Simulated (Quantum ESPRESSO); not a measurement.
# Simulated XPS, UPS and emission spectra of KF, part 4 of 13

What would valence photoemission of KF look like, and what sets its shape?

Quantum ESPRESSO 7.5; DFT, PBE, plane waves, ultrasoft GBRV pseudopotentials, scalar-relativistic (the session's first sound run).

So far. Step 2 (The base run: self-consistent run): At this level the gap is 6.17 eV on the k-mesh of the self-consistent run, which can miss the band edges.

### 5. The base run: bands

The bands are solved at chosen points on the fixed potential.

bands.in reads:

```
&control
  calculation = 'bands'
  prefix = 'pes'
  outdir = './tmp'
  pseudo_dir = './pp'
  verbosity = 'high'
/
&system
  ibrav = 0
  nat = 2
  ntyp = 2
  ecutwfc = 40.0
  ecutrho = 200.0
  occupations = 'smearing'
  nbnd = 16
  smearing = 'fd'
  degauss = 0.00147
/
&electrons
  conv_thr = 1.2e-08
  mixing_beta = 0.5
  electron_maxstep = 120
  diago_full_acc = .true.
/
ATOMIC_SPECIES
K 39.0983 k_pbe_v1.4.uspp.F.UPF
F 18.9984 f_pbe_v1.4.uspp.F.UPF
CELL_PARAMETERS angstrom
 0.000000000 2.671850000 2.671850000
 2.671850000 0.000000000 2.671850000
 2.671850000 2.671850000 0.000000000
ATOMIC_POSITIONS crystal
K 0.000000000 0.000000000 0.000000000
F 0.500000000 0.500000000 0.500000000
K_POINTS crystal
92
 0.00000000 0.00000000 0.00000000 1
 0.03333333 0.00000000 0.03333333 1
 0.06666667 0.00000000 0.06666667 1
 0.10000000 0.00000000 0.10000000 1
 0.13333333 0.00000000 0.13333333 1
 0.16666667 0.00000000 0.16666667 1
 ! [... 84 more points ...]
 0.50000000 0.01666667 0.51666667 1
 0.50000000 0.00000000 0.50000000 1
```

The run is started by

```
OMP_NUM_THREADS=1 mpirun -n 4 pw.x -nk 4 -in bands.in > bands.out
```

What it wrote:

```text
[banner, memory and clock lines left out]
Program PWSCF v.7.5 starts

          URL

     Atomic positions and unit cell read from directory:
     ./tmp/pes.save/

     Message from routine setup:
     using ibrav=0 with symmetry is DISCOURAGED, use correct ibrav instead

     G-vector sticks info

     bravais-lattice index     =            0
     lattice parameter (alat)  =       7.1405  a.u.
     unit-cell volume          =     257.4322 (a.u.)^3
     number of atoms/cell      =            2
     number of atomic types    =            2
     number of electrons       =        16.00
     number of Kohn-Sham states=           16
     kinetic-energy cutoff     =      40.0000  Ry
     charge density cutoff     =     200.0000  Ry
     Exchange-correlation=  SLA  PW   PBX  PBC
                           (   1   4   3   4   0   0   0)

     celldm(1)=   7.140456  celldm(2)=   0.000000  celldm(3)=   0.000000
     celldm(4)=   0.000000  celldm(5)=   0.000000  celldm(6)=   0.000000

     crystal axes: (cart. coord. in units of alat)
               a(1) = (   0.000000   0.707107   0.707107 )
               a(2) = (   0.707107   0.000000   0.707107 )
               a(3) = (   0.707107   0.707107   0.000000 )

     reciprocal axes: (cart. coord. in units 2 pi/alat)
               b(1) = ( -0.707107  0.707107  0.707107 )
               b(2) = (  0.707107 -0.707107  0.707107 )
               b(3) = (  0.707107  0.707107 -0.707107 )

     PseudoPot. # 1 for K  read from file:
     ./pp/k_pbe_v1.4.uspp.F.UPF
     Pseudo is Ultrasoft + core correction, Zval =  9.0
     Generated by new atomic code, or converted to UPF format
     Using radial grid of  841 points,  6 beta functions with:
                l(1) =   0
                l(2) =   0
                l(3) =   1
                l(4) =   1
                l(5) =   2
                l(6) =   2
     Q(r) pseudized with  6 coefficients,  rinner =    1.500   1.500   1.500
                                                       1.500   1.500

     PseudoPot. # 2 for F  read from file:
     ./pp/f_pbe_v1.4.uspp.F.UPF
     Pseudo is Ultrasoft, Zval =  7.0
     Generated by new atomic code, or converted to UPF format
     Using radial grid of  799 points,  4 beta functions with:
                l(1) =   0
                l(2) =   0
                l(3) =   1
                l(4) =   1
     Q(r) pseudized with  8 coefficients,  rinner =    0.950   0.950   0.950

     atomic species   valence    mass     pseudopotential
     K                 9.00    39.09830     K ( 1.00)
     F                 7.00    18.99840     F ( 1.00)

     48 Sym. Ops., with inversion, found

                                    s                        frac. trans.

      isym =  1     identity

 cryst.   s( 1) = (     1          0          0      )
                  (     0          1          0      )
                  (     0          0          1      )

 cart.    s( 1) = (  1.0000000 -0.0000000  0.0000000 )
                  ( -0.0000000  1.0000000  0.0000000 )
                  ( -0.0000000  0.0000000  1.0000000 )

      isym =  2     180 deg rotation - cart. axis [0,0,1]

 cryst.   s( 2) = (     0          1         -1      )
                  (     1          0         -1      )
                  (     0          0         -1      )

 cart.    s( 2) = ( -1.0000000  0.0000000  0.0000000 )
                  (  0.0000000 -1.0000000  0.0000000 )
                  (  0.0000000 -0.0000000  1.0000000 )

      isym =  3     180 deg rotation - cart. axis [0,1,0]

 cryst.   s( 3) = (     0         -1          1      )
                  (     0         -1          0      )
                  (     1         -1          0      )

 cart.    s( 3) = ( -1.0000000 -0.0000000 -0.0000000 )
                  (  0.0000000  1.0000000 -0.0000000 )
                  (  0.0000000  0.0000000 -1.0000000 )

      isym =  4     180 deg rotation - cart. axis [1,0,0]

 cryst.   s( 4) = (    -1          0          0      )
                  (    -1          0          1      )
                  (    -1          1          0      )

 cart.    s( 4) = (  1.0000000  0.0000000 -0.0000000 )
                  ( -0.0000000 -1.0000000 -0.0000000 )
                  ( -0.0000000 -0.0000000 -1.0000000 )

      isym =  5     180 deg rotation - cart. axis [1,1,0]

 cryst.   s( 5) = (    -1          0          1      )
[...]
cart.    s( 5) = ( -0.0000000  1.0000000 -0.0000000 )
[...]
isym =  6     180 deg rotation - cart. axis [1,-1,0]

 cryst.   s( 6) = (     0         -1          0      )
[...]
cart.    s( 6) = (  0.0000000 -1.0000000 -0.0000000 )
[...]
isym =  7      90 deg rotation - cart. axis [0,0,-1]

 cryst.   s( 7) = (     0          1          0      )
[...]
cart.    s( 7) = (  0.0000000  1.0000000  0.0000000 )
[...]
isym =  8      90 deg rotation - cart. axis [0,0,1]

 cryst.   s( 8) = (     1          0         -1      )
[...]
cart.    s( 8) = ( -0.0000000 -1.0000000  0.0000000 )
[...]
isym =  9     180 deg rotation - cart. axis [1,0,1]

 cryst.   s( 9) = (    -1          1          0      )
[...]
cart.    s( 9) = (  0.0000000  0.0000000  1.0000000 )
[...]
isym = 10     180 deg rotation - cart. axis [-1,0,1]

 cryst.   s(10) = (     0          0         -1      )
[...]
cart.    s(10) = ( -0.0000000  0.0000000 -1.0000000 )
[...]
isym = 11      90 deg rotation - cart. axis [0,1,0]

 cryst.   s(11) = (     0          0          1      )
[...]
cart.    s(11) = ( -0.0000000 -0.0000000  1.0000000 )
[...]
isym = 12      90 deg rotation - cart. axis [0,-1,0]

 cryst.   s(12) = (     1         -1          0      )
[...]
cart.    s(12) = (  0.0000000 -0.0000000 -1.0000000 )
[...]
isym = 13     180 deg rotation - cart. axis [0,1,1]

 cryst.   s(13) = (     1          0          0      )
[...]
cart.    s(13) = ( -1.0000000  0.0000000 -0.0000000 )
[...]
isym = 14     180 deg rotation - cart. axis [0,1,-1]

 cryst.   s(14) = (    -1          0          0      )
[...]
cart.    s(14) = ( -1.0000000 -0.0000000  0.0000000 )
[...]
isym = 15      90 deg rotation - cart. axis [-1,0,0]

 cryst.   s(15) = (     0         -1          1      )
[...]
cart.    s(15) = (  1.0000000 -0.0000000 -0.0000000 )
[...]
Dense  grid:    12339 G-vectors     FFT dimensions: (  36,  36,  36)

     Smooth grid:     8801 G-vectors     FFT dimensions: (  30,  30,  30)

     Dynamical RAM for                 wfc:       0.27 MB

     Dynamical RAM for     wfc (w. buffer):       0.27 MB

     Dynamical RAM for           str. fact:       0.38 MB

     Dynamical RAM for           local pot:       0.00 MB

     Dynamical RAM for          nlocal pot:       0.44 MB

     Dynamical RAM for                qrad:       2.27 MB

     Dynamical RAM for          rho,v,vnew:       1.63 MB

     Dynamical RAM for           G-vectors:       0.77 MB

     Dynamical RAM for          h,s,v(r/c):       0.05 MB

     Dynamical RAM for          <psi|beta>:       0.01 MB

     Dynamical RAM for                 psi:       0.54 MB

     Dynamical RAM for                hpsi:       0.54 MB

     Dynamical RAM for                spsi:       0.54 MB

     Dynamical RAM for      wfcinit/wfcrot:       0.54 MB

     Dynamical RAM for           addusdens:       8.94 MB

     The potential is recalculated from file :
     ./tmp/pes.save/charge-density

     Starting wfcs are   12 randomized atomic wfcs +    4 random wfcs

     Band Structure Calculation
     Davidson diagonalization with overlap

     Computing kpt #:     1  of    23 on this pool

     Computing kpt #:     2  of    23 on this pool

     Computing kpt #:     3  of    23 on this pool

     Computing kpt #:     4  of    23 on this pool

     Computing kpt #:     5  of    23 on this pool

     Computing kpt #:     6  of    23 on this pool

     Computing kpt #:     7  of    23 on this pool

     Computing kpt #:     8  of    23 on this pool

     Computing kpt #:     9  of    23 on this pool

     Computing kpt #:    10  of    23 on this pool

     Computing kpt #:    11  of    23 on this pool

     Computing kpt #:    12  of    23 on this pool

     Computing kpt #:    13  of    23 on this pool

     Computing kpt #:    14  of    23 on this pool

     Computing kpt #:    15  of    23 on this pool

     Computing kpt #:    16  of    23 on this pool

     Computing kpt #:    17  of    23 on this pool

     Computing kpt #:    18  of    23 on this pool

     Computing kpt #:    19  of    23 on this pool

     Computing kpt #:    20  of    23 on this pool

     Computing kpt #:    21  of    23 on this pool

     Computing kpt #:    22  of    23 on this pool

     Computing kpt #:    23  of    23 on this pool

     ethr =  7.50E-11,  avg # of iterations = 50.4

     End of band structure calculation

          k = 0.0000 0.0000 0.0000 (  1067 PWs)   bands (ev):

   -24.6257 -17.1430  -7.8665  -7.8665  -7.8665   1.5105   1.5105   1.5105
     7.6853  12.2017  12.2017  12.2017  13.8386  13.8386  18.3853  25.8061

          k = 0.0000 0.0471-0.0000 (  1087 PWs)   bands (ev):

   -24.6244 -17.1442  -7.8693  -7.8693  -7.8685   1.4887   1.5090   1.5090
     7.7279  12.1559  12.2306  12.2306  13.8495  13.8533  18.4609  25.5186

          k = 0.0000 0.0943-0.0000 (  1087 PWs)   bands (ev):

   -24.6204 -17.1478  -7.8761  -7.8761  -7.8712   1.4282   1.5046   1.5046
     7.8522  12.0262  12.3172  12.3172  13.8825  13.8956  18.6790  25.0354

          k =-0.0000 0.1414 0.0000 (  1098 PWs)   bands (ev):

   -24.6139 -17.1531  -7.8878  -7.8878  -7.8777   1.3411   1.4980   1.4980
     8.0482  11.8314  12.4587  12.4587  13.9364  13.9566  19.0170  24.4511

          k =-0.0000 0.1886 0.0000 (  1102 PWs)   bands (ev):

   -24.6054 -17.1593  -7.9025  -7.9025  -7.8915   1.2435   1.4899   1.4899
     8.3030  11.5946  12.6510  12.6510  14.0102  14.0235  19.4456  23.8302

          k = 0.0000 0.2357-0.0000 (  1094 PWs)   bands (ev):

   -24.5952 -17.1657  -7.9201  -7.9201  -7.9142   1.1519   1.4814   1.4814
     8.6039  11.3365  12.8890  12.8890  14.0811  14.1016  19.9344  23.2037

          k =-0.0000 0.2828 0.0000 (  1102 PWs)   bands (ev):

   -24.5839 -17.1712  -7.9495  -7.9406  -7.9406   1.0794   1.4730   1.4730
     8.9397  11.0738  13.1657  13.1657  14.1133  14.2076  20.4533  22.5869

          k =-0.0000 0.3300 0.0000 (  1094 PWs)   bands (ev):

   -24.5719 -17.1752  -7.9969  -7.9620  -7.9620   1.0351   1.4659   1.4659
     9.3018  10.8188  13.4738  13.4738  14.1077  14.3250  20.9735  21.9913

          k = 0.0000 0.3771-0.0000 (  1094 PWs)   bands (ev):

[...]
k = 0.0000 0.4243-0.0000 (  1094 PWs)   bands (ev):

[...]
k = 0.0000 0.4714-0.0000 (  1082 PWs)   bands (ev):

[...]
k =-0.0000 0.5185 0.0000 (  1094 PWs)   bands (ev):

[...]
k =-0.0000 0.5657 0.0000 (  1094 PWs)   bands (ev):

[...]
k =-0.0000 0.6128 0.0000 (  1094 PWs)   bands (ev):

[...]
k = 0.0000 0.6600-0.0000 (  1102 PWs)   bands (ev):

[...]
k = 0.0000 0.7071 0.0000 (  1106 PWs)   bands (ev):

[...]
k = 0.0118 0.7071 0.0118 (  1106 PWs)   bands (ev):

[...]
k = 0.0236 0.7071 0.0236 (  1106 PWs)   bands (ev):

[...]
k = 0.0354 0.7071 0.0354 (  1104 PWs)   bands (ev):

[...]
k = 0.0471 0.7071 0.0471 (  1104 PWs)   bands (ev):

[...]
k = 0.0589 0.7071 0.0589 (  1108 PWs)   bands (ev):

[...]
k = 0.0707 0.7071 0.0707 (  1110 PWs)   bands (ev):

[...]
k = 0.0825 0.7071 0.0825 (  1110 PWs)   bands (ev):

[...]
k = 0.0943 0.7071 0.0943 (  1110 PWs)   bands (ev):

[...]
k = 0.1061 0.7071 0.1061 (  1110 PWs)   bands (ev):

[...]
k = 0.1179 0.7071 0.1179 (  1110 PWs)   bands (ev):

[...]
k = 0.1296 0.7071 0.1296 (  1110 PWs)   bands (ev):

[...]
k = 0.1414 0.7071 0.1414 (  1105 PWs)   bands (ev):

[...]
k = 0.1532 0.7071 0.1532 (  1109 PWs)   bands (ev):

[...]
k = 0.1650 0.7071 0.1650 (  1117 PWs)   bands (ev):

[...]
k = 0.4596 0.4596-0.0000 (  1113 PWs)   bands (ev):

[...]
k = 0.4243 0.4243-0.0000 (  1113 PWs)   bands (ev):

[...]
k = 0.2121 0.2121-0.0000 (  1095 PWs)   bands (ev):

[...]
k = 0.1061 0.1061-0.0000 (  1099 PWs)   bands (ev):

[...]
k = 0.3536 0.6835 0.0236 (  1108 PWs)   bands (ev):

[...]
k = 0.3536 0.7071 0.0000 (  1124 PWs)   bands (ev):

[...]
k = 0.3300 0.7071 0.0000 (  1104 PWs)   bands (ev):

[...]
k = 0.3064 0.7071 0.0000 (  1104 PWs)   bands (ev):

[...]
k = 0.2828 0.7071 0.0000 (  1104 PWs)   bands (ev):

[...]
k = 0.2593 0.7071 0.0000 (  1102 PWs)   bands (ev):

[...]
k = 0.2357 0.7071-0.0000 (  1098 PWs)   bands (ev):

[...]
k = 0.2121 0.7071-0.0000 (  1098 PWs)   bands (ev):

   -24.5086 -17.1764  -8.3554  -8.1510  -7.9984   1.2250   1.3137   1.4016
    10.3386  12.3094  12.3697  14.9960  15.6262  16.5513  16.6065  18.3730

          k = 0.1886 0.7071-0.0000 (  1106 PWs)   bands (ev):

   -24.5089 -17.1739  -8.3698  -8.1367  -8.0113   1.2601   1.3101   1.4110
    10.2172  12.2779  12.4779  15.0156  15.6251  16.3969  16.6859  18.4910

          k = 0.1650 0.7071 0.0000 (  1106 PWs)   bands (ev):

   -24.5092 -17.1714  -8.3824  -8.1237  -8.0241   1.2964   1.3074   1.4199
    10.1076  12.1874  12.6401  15.0299  15.6243  16.2480  16.7753  18.5991

          k = 0.1414 0.7071 0.0000 (  1102 PWs)   bands (ev):

   -24.5095 -17.1689  -8.3935  -8.1117  -8.0366   1.3053   1.3321   1.4283
    10.0106  12.1016  12.7933  15.0392  15.6236  16.1069  16.8715  18.6961

          k = 0.1179 0.7071-0.0000 (  1110 PWs)   bands (ev):

[... further rows ...]
```

Elapsed: 6.2 s, on 4 MPI ranks of Intel Xeon Platinum 8559C (Emerald Rapids), shared host; 24 s of CPU time.

Numbers from this step:

| Item | Value |
| --- | --- |
| gap on the path | 6.175 eV |
| least direct gap on the path | 6.175 eV |
| valence top on path | -4.00e-4 eV |

The electronic bands at the labelled points (eV, zero at the valence-band maximum; v1 is the highest filled band, c1 the lowest empty one):

```
          point     v4     v3     v2     v1
              Γ  -9.38   0.00   0.00   0.00
0.47 of the way  -9.47  -0.48  -0.04  -0.04
              X  -9.59  -0.21  -0.06  -0.06
0.47 of the way  -9.57  -0.21  -0.13  -0.09
              U  -9.53  -0.34  -0.20  -0.19
      jump to K  -9.53  -0.34  -0.20  -0.19
0.47 of the way  -9.39  -0.57  -0.29  -0.09
              Γ  -9.38   0.00   0.00   0.00
0.47 of the way  -9.39  -0.40  -0.16  -0.16
              L  -9.42  -0.79  -0.35  -0.35
0.47 of the way  -9.45  -0.59  -0.29  -0.27
              W  -9.47  -0.40  -0.16  -0.16
0.53 of the way  -9.54  -0.21  -0.20  -0.09
              X  -9.59  -0.21  -0.06  -0.06
```

The electronic bands as a text plot (rows in eV, shown from -8.0 to 0.0 only):

```
   -0.2 |***************************************   **************
   -0.5 |    ******       *********         *** **** ********
   -0.8 |                                      ******
   -1.2 |
   -1.5 |
   -1.8 |
   -2.2 |
   -2.5 |
   -2.8 |
   -3.2 |
   -3.5 |
   -3.8 |
   -4.2 |
   -4.5 |
   -4.8 |
   -5.2 |
   -5.5 |
   -5.8 |
   -6.2 |
   -6.5 |
   -6.8 |
   -7.2 |
   -7.5 |
   -7.8 |
         Γ           X  U|K            Γ         L        W     X
```

At this level the gap is 6.17 eV on the path.

(Continued in part 5 of 13.)

[Logs are printed without paths, hosts, clocks, repeated set-up lines and the standing remarks that a program may print on its own settings, such as how far it seeks lower states.]

[Hosts, paths, dates, database ids (printed as entryN), source tags and the programs' standing remarks are cut or masked in the printed files.]

[Maps of the electrostatic potential energy from Ansatz leave out the sawtooth potential of an applied field or a dipole correction, so their vacuum need not be flat; work functions include it.]

[Peak lists hold at most the 14 tallest peaks of each spectrum; further lines can be left out.]
